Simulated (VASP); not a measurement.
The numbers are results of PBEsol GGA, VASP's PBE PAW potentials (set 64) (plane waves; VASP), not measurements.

Input for VASP

### INCAR
```
SYSTEM=InN
PREC=Accurate; ENCUT=650; LREAL=.False.
LASPH=.True.
EDIFF=1E-7; NELM=100; ALGO=Normal
LMAXMIX=4
ISMEAR=1; SIGMA=0.1
GGA=PS
IBRION=6; NSW=1; ISIF=3
POTIM=0.015; NFREE=2
LWAVE=.False.; LCHARG=.False.
```

**KPOINTS**
```
K-points
0
Gamma
11 11 11
```

File POSCAR:
```
InN
1
    0.0000000000     2.4945657295     2.4945657295
    2.4945657295     0.0000000000     2.4945657295
    2.4945657295     2.4945657295     0.0000000000
In N
1 1
Direct
  0.0000000000   0.0000000000   0.0000000000
  0.2500000000   0.2500000000   0.2500000000
```

POTCAR, in this order: In_d N (PBE.64 set). Program: vasp_std.

Output

**OSZICAR**
```
...
DAV:   5    -0.115586460274E+02    0.37108E-04   -0.24857E-04 14383   0.222E-01    0.612E-02
DAV:   6    -0.115586485253E+02   -0.24979E-05   -0.37427E-05 10684   0.789E-02    0.250E-02
DAV:   7    -0.115586484517E+02    0.73650E-07   -0.24329E-06 13367   0.232E-02    0.526E-03
DAV:   8    -0.115586483197E+02    0.13193E-06   -0.22319E-07  9781   0.923E-03    0.185E-03
DAV:   9    -0.115586483178E+02    0.18906E-08   -0.60493E-08  5353   0.251E-03
   9 F= -.11558648E+02 E0= -.11558691E+02  d E =0.129349E-03
       N       E                     dE             d eps       ncg     rms          rms(c)
DAV:   1    -0.115864219757E+02   -0.27774E-01   -0.10981E+00 11459   0.115E+01    0.893E-01
DAV:   2    -0.115705114990E+02    0.15910E-01   -0.40759E-02 11664   0.324E+00    0.516E-01
DAV:   3    -0.115591523041E+02    0.11359E-01   -0.14207E-02 12811   0.289E+00    0.108E-01
DAV:   4    -0.115590356085E+02    0.11670E-03   -0.28452E-03 11291   0.558E-01    0.893E-02
DAV:   5    -0.115587374951E+02    0.29811E-03   -0.23954E-04 13352   0.215E-01    0.149E-02
DAV:   6    -0.115587067527E+02    0.30742E-04   -0.41992E-05 10941   0.704E-02    0.120E-02
DAV:   7    -0.115586652048E+02    0.41548E-04   -0.29509E-06 12736   0.220E-02    0.228E-03
DAV:   8    -0.115586541387E+02    0.11066E-04   -0.43528E-07 10376   0.643E-03    0.944E-04
DAV:   9    -0.115586513878E+02    0.27509E-05   -0.20007E-08  5393   0.191E-03    0.272E-04
DAV:  10    -0.115586488831E+02    0.25047E-05   -0.54436E-09  5073   0.117E-03    0.108E-04
DAV:  11    -0.115586485777E+02    0.30534E-06   -0.20017E-09  5083   0.625E-04    0.699E-05
DAV:  12    -0.115586484885E+02    0.89208E-07   -0.63486E-10  5008   0.388E-04
  10 F= -.11558648E+02 E0= -.11558692E+02  d E =0.129348E-03
       N       E                     dE             d eps       ncg     rms          rms(c)
DAV:   1    -0.116151827252E+02   -0.56534E-01   -0.12055E+00 10595   0.121E+01    0.134E+00
DAV:   2    -0.115780130312E+02    0.37170E-01   -0.64610E-02 12298   0.436E+00    0.767E-01
DAV:   3    -0.115582922308E+02    0.19721E-01   -0.30635E-02 12306   0.388E+00    0.169E-01
DAV:   4    -0.115586851434E+02   -0.39291E-03   -0.54478E-03 10601   0.768E-01    0.169E-01
DAV:   5    -0.115586459128E+02    0.39231E-04   -0.26118E-04 14403   0.236E-01    0.488E-02
DAV:   6    -0.115586487244E+02   -0.28116E-05   -0.40364E-05 10499   0.760E-02    0.242E-02
DAV:   7    -0.115586482618E+02    0.46267E-06   -0.23513E-06 12853   0.221E-02    0.298E-03
DAV:   8    -0.115586482510E+02    0.10760E-07   -0.37639E-07  9956   0.894E-03
  11 F= -.11558648E+02 E0= -.11558691E+02  d E =0.129332E-03
       N       E                     dE             d eps       ncg     rms          rms(c)
DAV:   1    -0.115863318896E+02   -0.27684E-01   -0.10630E+00 11594   0.116E+01    0.899E-01
DAV:   2    -0.115701470115E+02    0.16185E-01   -0.39602E-02 12051   0.322E+00    0.517E-01
DAV:   3    -0.115587162485E+02    0.11431E-01   -0.14369E-02 13471   0.290E+00    0.111E-01
DAV:   4    -0.115587281839E+02   -0.11935E-04   -0.27956E-03 11445   0.557E-01    0.940E-02
DAV:   5    -0.115586493354E+02    0.78849E-04   -0.22959E-04 13398   0.206E-01    0.158E-02
DAV:   6    -0.115586472016E+02    0.21338E-05   -0.37769E-05 11141   0.676E-02    0.118E-02
DAV:   7    -0.115586483109E+02   -0.11093E-05   -0.36858E-06 12045   0.269E-02    0.271E-03
DAV:   8    -0.115586481085E+02    0.20244E-06   -0.49904E-07 10391   0.850E-03    0.707E-04
DAV:   9    -0.115586483388E+02   -0.23034E-06   -0.20658E-08  5388   0.178E-03    0.119E-04
DAV:  10    -0.115586483886E+02   -0.49732E-07   -0.56166E-09  5098   0.103E-03
  12 F= -.11558648E+02 E0= -.11558692E+02  d E =0.129349E-03
       N       E                     dE             d eps       ncg     rms          rms(c)
DAV:   1    -0.116153072413E+02   -0.56659E-01   -0.11648E+00 10378   0.120E+01    0.134E+00
DAV:   2    -0.115780131361E+02    0.37294E-01   -0.63419E-02 12695   0.431E+00    0.766E-01
DAV:   3    -0.115582883728E+02    0.19725E-01   -0.30405E-02 12097   0.388E+00    0.168E-01
DAV:   4    -0.115586843677E+02   -0.39599E-03   -0.54893E-03 10691   0.767E-01    0.172E-01
DAV:   5    -0.115586459286E+02    0.38439E-04   -0.25138E-04 14475   0.221E-01    0.576E-02
DAV:   6    -0.115586485329E+02   -0.26043E-05   -0.38488E-05 10679   0.797E-02    0.245E-02
DAV:   7    -0.115586483835E+02    0.14933E-06   -0.24696E-06 13371   0.237E-02    0.472E-03
DAV:   8    -0.115586482590E+02    0.12457E-06   -0.24107E-07  9910   0.952E-03    0.181E-03
DAV:   9    -0.115586482567E+02    0.23006E-08   -0.59104E-08  5368   0.244E-03
  13 F= -.11558648E+02 E0= -.11558691E+02  d E =0.129349E-03
       N       E                     dE             d eps       ncg     rms          rms(c)
DAV:   1    -0.115708053572E+02   -0.12157E-01   -0.16431E+00  7002   0.123E+01    0.642E-01
DAV:   2    -0.115670224411E+02    0.37829E-02   -0.56421E-02  7674   0.302E+00    0.365E-01
DAV:   3    -0.115610366044E+02    0.59858E-02   -0.53640E-03  8365   0.165E+00    0.106E-01
DAV:   4    -0.115604351646E+02    0.60144E-03   -0.20183E-03  8474   0.684E-01    0.166E-02
DAV:   5    -0.115603607020E+02    0.74463E-04   -0.15747E-04  6341   0.143E-01    0.427E-03
DAV:   6    -0.115603459002E+02    0.14802E-04   -0.39445E-06  7784   0.236E-02    0.217E-03
DAV:   7    -0.115603441117E+02    0.17885E-05   -0.22395E-07  5088   0.623E-03    0.797E-04
DAV:   8    -0.115603437069E+02    0.40486E-06   -0.16102E-08  3163   0.156E-03    0.259E-04
DAV:   9    -0.115603436373E+02    0.69569E-07   -0.35958E-09  3078   0.886E-04
  14 F= -.11560344E+02 E0= -.11560385E+02  d E =0.125032E-03
       N       E                     dE             d eps       ncg     rms          rms(c)
DAV:   1    -0.115538347749E+02    0.65089E-02   -0.28623E+00  6869   0.122E+01    0.337E-01
DAV:   2    -0.115603079217E+02   -0.64731E-02   -0.66615E-02  7357   0.286E+00    0.144E-01
DAV:   3    -0.115603385915E+02   -0.30670E-04   -0.67067E-04  8185   0.382E-01    0.114E-01
DAV:   4    -0.115603404577E+02   -0.18662E-05   -0.65680E-05  7222   0.189E-01    0.438E-02
DAV:   5    -0.115603436599E+02   -0.32022E-05   -0.11592E-05  8574   0.543E-02    0.983E-03
DAV:   6    -0.115603435111E+02    0.14877E-06   -0.96694E-07  6611   0.257E-02    0.235E-03
DAV:   7    -0.115603435598E+02   -0.48696E-07   -0.47060E-08  3218   0.267E-03
  15 F= -.11560344E+02 E0= -.11560385E+02  d E =0.125031E-03
       N       E                     dE             d eps       ncg     rms          rms(c)
DAV:   1    -0.115567566192E+02    0.35869E-02   -0.20506E+00  5616   0.125E+01    0.168E-01
DAV:   2    -0.115604468673E+02   -0.36902E-02   -0.39701E-02  8283   0.267E+00    0.756E-02
DAV:   3    -0.115603680945E+02    0.78773E-04   -0.28246E-04  8016   0.293E-01    0.448E-02
DAV:   4    -0.115603430804E+02    0.25014E-04   -0.99340E-05  7044   0.164E-01    0.141E-02
DAV:   5    -0.115603438649E+02   -0.78443E-06   -0.16266E-05  6421   0.506E-02    0.676E-03
DAV:   6    -0.115603437927E+02    0.72161E-07   -0.60127E-07  7852   0.105E-02
  16 F= -.11560344E+02 E0= -.11560385E+02  d E =0.125031E-03
       N       E                     dE             d eps       ncg     rms          rms(c)
DAV:   1    -0.115589958995E+02    0.13480E-02   -0.21576E+00  5616   0.979E+00    0.320E-01
DAV:   2    -0.115606648230E+02   -0.16689E-02   -0.24946E-02  6591   0.170E+00    0.101E-01
DAV:   3    -0.115603515633E+02    0.31326E-03   -0.68117E-04  6197   0.365E-01    0.339E-02
DAV:   4    -0.115603448355E+02    0.67278E-05   -0.16840E-04  6876   0.148E-01    0.222E-02
DAV:   5    -0.115603443079E+02    0.52762E-06   -0.11267E-05  6184   0.332E-02    0.149E-02
DAV:   6    -0.115603438139E+02    0.49396E-06   -0.19996E-06  6219   0.186E-02    0.233E-03
DAV:   7    -0.115603437879E+02    0.26094E-07   -0.37317E-07  6196   0.106E-02
  17 F= -.11560344E+02 E0= -.11560385E+02  d E =0.125030E-03
```

File OUTCAR:
```
------------------------ aborting loop because EDIFF is reached ----------------------------------------
  FORCE on cell =-STRESS in cart. coord.  units (eV):
  Direction    XX          YY          ZZ          XY          YZ          ZX
  --------------------------------------------------------------------------------------
  Total       -0.0148398     -0.0107207     -0.0107207      0.0000000      0.1384547      0.0000000
  in kB       -0.7658148     -0.5532447     -0.5532447      0.0000000      7.1450218      0.0000000
  external PRESSURE =      -0.6241014 kB  Pullay stress =       0.0000000 kB
  volume of cell :       31.05
      direct lattice vectors                 reciprocal lattice vectors
     0.000000000  2.494565730  2.494565730    -0.200435689  0.200435689  0.200435689
     2.494565730  0.000000000  2.494565730     0.200435689 -0.200435689  0.200435689
     2.494565730  2.494565730  0.000000000     0.200435689  0.200435689 -0.200435689
 POSITION                                       TOTAL-FORCE (eV/Angst)
 -----------------------------------------------------------------------------------
      0.00000      0.00000      0.00000        -0.139948      0.000000      0.000000
      1.23228      1.24728      1.24728         0.139948     -0.000000     -0.000000
 -----------------------------------------------------------------------------------
    total drift:                               -0.000400      0.000000      0.000000
  FREE ENERGIE OF THE ION-ELECTRON SYSTEM (eV)
  ---------------------------------------------------
  free  energy   TOTEN  =       -11.5603437879 eV

  energy  without entropy=      -11.5604688174  energy(sigma->0) =      -11.56038546

   1 f  =   13.512480 THz    84.901418 2PiTHz  450.727828 cm-1    55.883103 meV
             X         Y         Z           dx          dy          dz
      0.000000  0.000000  0.000000     0.000000    0.000000   -0.329904
      1.247283  1.247283  1.247283     0.000000   -0.000000    0.944014

   2 f  =   13.512480 THz    84.901418 2PiTHz  450.727828 cm-1    55.883103 meV
             X         Y         Z           dx          dy          dz
      0.000000  0.000000  0.000000     0.329904    0.000000   -0.000000
      1.247283  1.247283  1.247283    -0.944014    0.000000   -0.000000

   3 f  =   13.512480 THz    84.901418 2PiTHz  450.727828 cm-1    55.883103 meV
             X         Y         Z           dx          dy          dz
      0.000000  0.000000  0.000000     0.000000   -0.329904    0.000000
      1.247283  1.247283  1.247283     0.000000    0.944014    0.000000

   4 f/i=    0.003279 THz     0.020601 2PiTHz    0.109367 cm-1     0.013560 meV
             X         Y         Z           dx          dy          dz
      0.000000  0.000000  0.000000     0.029379   -0.056780    0.941847
      1.247283  1.247283  1.247283     0.010267   -0.019843    0.329147

   5 f/i=    0.003279 THz     0.020601 2PiTHz    0.109367 cm-1     0.013560 meV
             X         Y         Z           dx          dy          dz
      0.000000  0.000000  0.000000     0.799708   -0.498602   -0.055004
      1.247283  1.247283  1.247283     0.279474   -0.174246   -0.019222

   6 f/i=    0.003279 THz     0.020601 2PiTHz    0.109367 cm-1     0.013560 meV
             X         Y         Z           dx          dy          dz
      0.000000  0.000000  0.000000     0.500766    0.799584    0.032584
      1.247283  1.247283  1.247283     0.175002    0.279430    0.011387

 ELASTIC MODULI CONTR FROM IONIC RELAXATION (kBar)
 Direction    XX          YY          ZZ          XY          YZ          ZX
 --------------------------------------------------------------------------------
 XX          -0.0000     -0.0000     -0.0000     -0.0000     -0.0000     -0.0000
 YY          -0.0000     -0.0000     -0.0000     -0.0000     -0.0000      0.0000
 ZZ          -0.0000     -0.0000     -0.0000     -0.0000     -0.0000     -0.0000
 XY          -0.0000     -0.0000     -0.0000   -471.4413      0.0000      0.0000
 YZ          -0.0000     -0.0000     -0.0000      0.0000   -471.4413      0.0000
 ZX          -0.0000      0.0000     -0.0000      0.0000      0.0000   -471.4413
 --------------------------------------------------------------------------------

 TOTAL ELASTIC MODULI (kBar)
 Direction    XX          YY          ZZ          XY          YZ          ZX
 --------------------------------------------------------------------------------
 XX        1712.0864   1166.5485   1166.5485     -0.0000     -0.0000     -0.0000
 YY        1166.5485   1712.0864   1166.5485      0.0000      0.0000      0.0000
 ZZ        1166.5485   1166.5485   1712.0864      0.0000     -0.0000     -0.0000
 XY          -0.0000      0.0000      0.0000    790.1125      0.0000      0.0000
 YZ          -0.0000      0.0000     -0.0000      0.0000    790.1125      0.0000
 ZX          -0.0000      0.0000     -0.0000      0.0000      0.0000    790.1125
 --------------------------------------------------------------------------------
```
(Selected blocks of OUTCAR.)

Finite-difference elastic constants of metals are sensitive to mesh and smearing; shear constants can be off by tens of GPa.

The compound is InN in the zinc blende structure, a metastable form; wurtzite is the usual one. It was relaxed first.
